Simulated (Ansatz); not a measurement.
# TiTe2 (P-3m1) in Ansatz: further runs, part 2 of 2

Ansatz 0.2.0. The steps go on from the part before.

## (3) Relaxation of cell and atoms, PBEsol+D4

File input.yaml:

```yaml
crystal:
  lattice:
    - [3.777, 0.0, 0.0]
    - [-1.8885, 3.2709779501, 0.0]
    - [0.0, 0.0, 6.498]
  atoms:
    - { symbol: Te, position: [0.3333333333, 0.6666666667, 0.7372] }
    - { symbol: Te, position: [0.6666666667, 0.3333333333, 0.2628] }
    - { symbol: Ti, position: [0.0, 0.0, 0.0] }
hamiltonian:
  xc: pbesol
  pseudopotentials: { kind: paw }
  dispersion: d4
kpoints:
  mp_grid: { grid: [8, 8, 4] }
scf:
  occupations: { method: fermi_dirac, width: 0.05 }
output:
  forces: true
  stress: true
  write_density: true
  write_potential: true
  elf: true
  volumetric_format: npy
relax:
  f_tol: 0.01
  max_steps: 40
  cell: { stress_tol: 0.05 }
```

Potentials or basis: Ansatz PAW.

Started as:

```sh
$ ansatz run input.yaml --threads 2 --pin off --max-ram 5632MiB --backend cpu --events-out ev --progress --plain --runs-dir out
```

Standard output:

```text
Warning: RAYON_NUM_THREADS=2 ignored (pool sized by the plan → 2); use --threads N
Engine: ansatz 0.2.0, x86_64-unknown-linux-gnu
Pseudopotentials: kind: paw
Pseudopotential: Te, paw, valence charge 16, recommended cutoff 420 eV (normal), Te.paw.azcp
Pseudopotential: Ti, paw, valence charge 12, recommended cutoff 420 eV (normal), Ti.paw.azcp
Functional definition: PBEsol
  exchange = pbesol_x
  correlation = pbesol_c
Crystal: 3 atoms, lattice volume = 80.279 Å³
Basis set: ecut = 420 eV, 1581 PW (Γ), exchange–correlation on 54×54×90 points (8 copies of the dense FFT grid, shifted against one another)
Bands: 27, of which v1, the nominal top of the filled ones, is band 22 counted from 1 (21 counted from 0)
Symmetry: 12 space group operations
Space group: P-3m1 (ITA 164), of the structure as read, at distance tolerance 4.3e-5 Å
k-points: 35 of 256
Non-local potential: Te, projectors of the file, l = 0: 2, l = 1: 2, l = 2: 2, l = 3: 2
Non-local potential: Ti, projectors of the file, l = 0: 3, l = 1: 2, l = 2: 3, l = 3: 1
[... 115 lines left out ...]
  E_ewald      = -4517.413532
  E_disp       = -0.777734  (pairwise vdW)
  E_core_change = 0.889015  (= ΣΔE_core)
  E_smearing   = -0.011126  (= −TS)
  E_closure    = -0.000000  (closes the sum)
  Σ components = -16279.855414   (vs F -16279.855414, Δ=0.00e0)
--- Forces (eV/Å), atoms counted from 1 ---
  atom   1  Te     0.00000000     0.00000000    -0.00052680
  atom   2  Te     0.00000000    -0.00000000     0.00052680
  atom   3  Ti    -0.00000000    -0.00000000     0.00000000
  max |Σ_I F_I| component: 1.08e-19 eV/Å
--- Stress (GPa, compression-positive) ---
       -0.000694       0.000000       0.000000
        0.000000      -0.000694      -0.000000
       -0.000000       0.000000      -0.004469
  P = ⅓ Tr σ = -0.0020 GPa (-0.020 kbar)
--- Band table (eV; the first three rows and the last of 35) ---
  k-point 0: bands = ["-45.4783", "-25.0015", "-25.0015", "-25.0001", "-25.0001", "-24.9796", "-24.9796", "-24.9775", "-24.9775", "-24.9744", "-24.9720", "-21.8394", "-21.8394", "-21.8331", "-1.3852", "0.4561", "5.7776", "9.9470", "9.9470", "11.7960", "12.0319", "12.0319", "12.4371", "12.9324", "12.9324", "14.7533", "14.7533"]
  k-point 1: bands = ["-45.4783", "-25.0053", "-25.0053", "-24.9967", "-24.9967", "-24.9792", "-24.9792", "-24.9776", "-24.9776", "-24.9741", "-24.9723", "-21.8394", "-21.8394", "-21.8331", "-1.1914", "0.0664", "6.5453", "9.9982", "9.9982", "10.4618", "12.0231", "12.0231", "12.6667", "12.6718", "12.6718", "15.0864", "15.0864"]
  k-point 2: bands = ["-45.4783", "-25.0072", "-25.0072", "-24.9952", "-24.9952", "-24.9782", "-24.9782", "-24.9781", "-24.9781", "-24.9732", "-24.9732", "-21.8394", "-21.8394", "-21.8332", "-0.6960", "-0.5988", "8.2380", "8.4565", "10.0541", "10.0541", "12.0154", "12.0154", "12.4514", "12.4514", "12.7295", "15.3915", "15.3915"]
  k-point 34: bands = ["-45.4736", "-25.0086", "-24.9983", "-24.9976", "-24.9904", "-24.9813", "-24.9797", "-24.9776", "-24.9753", "-24.9645", "-24.9643", "-21.8929", "-21.8738", "-21.8039", "0.9406", "1.1143", "6.8084", "6.9330", "8.1629", "8.1705", "9.6839", "10.0153", "12.2703", "12.7265", "12.9082", "14.4611", "15.2437"]
--- Relaxed structure (6 steps of the walk, 5 accepted, 1 SCFs on fresh bases) ---
  F+E_penalty+E_count = -16279.85541398 eV   max|allowed force component| = 5.268e-4 eV/Å   (the final SCF, on the basis selected at the relaxed cell)
  cell:  # Å, volume = 73.4651 Å³
    - [3.670768444384612, -5.8737357363687446e-33, -2.870145551864134e-17]
    - [-1.835384222192306, 3.1789787242473593, 1.4350727759320674e-17]
    - [-4.937835794544755e-17, 6.200949767744833e-33, 6.295588079580419]
  atoms:
    - { symbol: Te, position: [0.33333333333333337, 0.6666666666666667, 0.727075523588183] }
    - { symbol: Te, position: [0.6666666666666665, 0.33333333333333337, 0.27292447641181705] }
    - { symbol: Ti, position: [5.009490635189227e-34, -3.663602837204824e-34, 1.4238009446818976e-18] }
```

rho_z.tsv:

```text
# z_ang	rho[e/angstrom^3]
# format = ansatz-planar-average/11
# lattice	3.670768444	-0.000000000	-0.000000000
# lattice	-1.835384222	3.178978724	0.000000000
# lattice	-0.000000000	0.000000000	6.295588080
# sites	3
# site	52	-0.000000000	2.119319149	4.577367999
# site	52	1.835384222	1.059659575	1.718220080
# site	22	0.000000000	-0.000000000	0.000000000
0.000000	9.790220e-1
0.139902	9.347372e-1
0.279804	8.057451e-1
0.419706	6.220717e-1
0.559608	4.479247e-1
0.699510	3.418531e-1
[... 37 lines left out ...]
6.015784	8.057451e-1
6.155686	9.347372e-1
```

v_z.tsv:

```text
# z_ang	v_es[eV]	v_tot[eV]
# format = ansatz-planar-average/11
# xc	pbesol
# density_cutoff_ev	1680
# datasets	Te=:simpson_from_first_knot:soft:shift=-1325009	Ti=:simpson_from_first_knot:soft:shift=-797321
# lattice	3.670768444	-0.000000000	-0.000000000
# lattice	-1.835384222	3.178978724	0.000000000
# lattice	-0.000000000	0.000000000	6.295588080
# sites	3
# site	52	-0.000000000	2.119319149	4.577367999
# site	52	1.835384222	1.059659575	1.718220080
# site	22	0.000000000	-0.000000000	0.000000000
0.000000	3.826758e0	-7.253168e0
0.139902	4.015433e0	-7.056294e0
0.279804	4.557531e0	-6.472379e0
0.419706	5.355669e0	-5.578331e0
0.559608	6.257692e0	-4.534541e0
0.699510	6.860211e0	-3.798952e0
[... 37 lines left out ...]
6.015784	4.557531e0	-6.472379e0
6.155686	4.015433e0	-7.056294e0
```

Run time: 12 s. Hardware: 2 threads of Intel Xeon 6975P-C (Granite Rapids), shared host; peak memory 0.47 GiB.

Results:

```yaml
Free_energy: -16279.8554 eV
Relaxed_volume: 24.49 Å³/atom
Relaxed_cell: a = 3.671 Å, b = 3.671 Å, c = 6.296 Å, α = 90.00°, β = 90.00°, γ = 120.00°
Space_group_after_relaxing_to_0.05_Å: P-3m1 (No. 164)
Energy_gained_by_relaxing: 25.5 meV/atom
Ionic_steps: 6
Pressure_after_relaxing: 0.0 GPa
Band_gap_on_the_k_mesh: none (metal or under the smearing width)
```

Step by step:
```tsv
step	energy change (eV)	largest force (eV/Å)	volume (Å³)
1	0.0000	0.1303	80.28
2	-0.0374	0.2203	69.55
3	-0.0741	0.0836	74.55
4	-0.0774	0.0058	73.69
5	-0.0776	0.0005	73.47
6	-0.0765	0.0005	73.47
```

Final structure:
```
CELL_PARAMETERS angstrom
3.67077 0.00000 0.00000
-1.83538 3.17898 0.00000
0.00000 0.00000 6.29559
ATOMIC_POSITIONS crystal
Te 0.33333 0.66667 0.72708
Te 0.66667 0.33333 0.27292
Ti 0.00000 0.00000 0.00000
```

Levels at points of the mesh, in eV from the Fermi level:
```csv
k point,band 20,band 21,band 22,band 23,band 24,band 25
"(0.00, 0.00, 0.00)",0.24,0.48,0.48,0.88,1.38,1.38
"(0.00, 0.00, -0.50)",-1.50,0.46,0.46,0.90,0.90,1.17
"(0.00, -0.50, 0.00)",-2.57,-1.71,-1.20,-0.04,1.36,1.71
"(0.00, -0.50, -0.50)",-2.12,-0.85,-0.42,-0.40,1.35,1.71
```

Caveat: the plane-wave basis is chosen anew once the cell has moved, so the energies of steps on either side of that aren't comparable; the PAW data sets come from PBE, with cores solved anew for the run's functional, which leaves a small shift of forces and pressure. Spin-orbit coupling is left out, which matters for the levels of Te.
